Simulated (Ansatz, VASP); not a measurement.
# One calculation of Au, two programs

File INCAR:

```
SYSTEM = Au
ALGO     = Normal         ! electronic algorithm
EDIFF    = 1E-7           ! SCF threshold, eV
ENCUT    = 520            ! plane-wave cutoff, eV
GGA      = PE             ! functional
ISIF     = 2              ! what is computed and relaxed
ISMEAR   = -1             ! smearing method
LASPH    = .True.         ! aspherical terms in the spheres
LCHARG   = .False.        ! write CHGCAR
LREAL    = .False.        ! projectors in reciprocal space
LWAVE    = .False.        ! write WAVECAR
NBANDS   = 12             ! bands
NELM     = 80             ! most SCF steps
PREC     = Accurate       ! precision mode
SIGMA    = 0.05           ! smearing width, eV
```

KPOINTS

```
k-points
0
Gamma
  11 11 11
  0 0 0
```

Contents of POSCAR:

```
Au
1.0
   -1.6461460541      1.6461460541      1.6461460541
    1.6461460541     -1.6461460541      1.6461460541
    1.6461460541      1.6461460541     -1.6461460541
Au
1
Direct
    0.0000000000      0.0000000000      0.0000000000
```

Contents of input.yaml:

```yaml
crystal:
  lattice:
    - [-1.6461460541, 1.6461460541, 1.6461460541]
    - [1.6461460541, -1.6461460541, 1.6461460541]
    - [1.6461460541, 1.6461460541, -1.6461460541]
  atoms:
    - { symbol: Au, position: [0.0, 0.0, 0.0] }
hamiltonian:
  xc: pbe
  pseudopotentials: { kind: paw }
kpoints:
  mp_grid: { grid: [11, 11, 11] }
scf:
  occupations: { method: fermi_dirac, width: 0.05 }
output:
  forces: true
  stress: true
  eigenvalues: true
```

Change from the starting cell: volume scaled by 0.98.

Alike in both runs: task single point; functional PBE; k mesh 11 × 11 × 11; occupations fermi-dirac, width 0.05 eV; no spin polarisation.

|  | VASP | Ansatz |
| --- | --- | --- |
| version | VASP 6.6.1 | Ansatz 0.2.0 |
| potentials or method | VASP PAW PBE potentials, release 64 (Au) | Ansatz PAW |
| plane-wave cutoff (eV) | 520 | 420 |
| valence electrons in the cell | 11 | 19 |

VASP gave:

| Quantity | Value |
| --- | --- |
| gap on the k mesh at the Fermi level (eV) | none |
| pressure (GPa) | 1.6 |

Question: Which values does Ansatz return?

Answer: gap on the k mesh at the Fermi level (eV): none; pressure (GPa): 1.9.

A gap of «none» marks a metal or a gap that the smearing closes. The two sets of potentials don't hold the same shells in valence.

The runs have no spin-orbit coupling, so splittings on Au are missing.
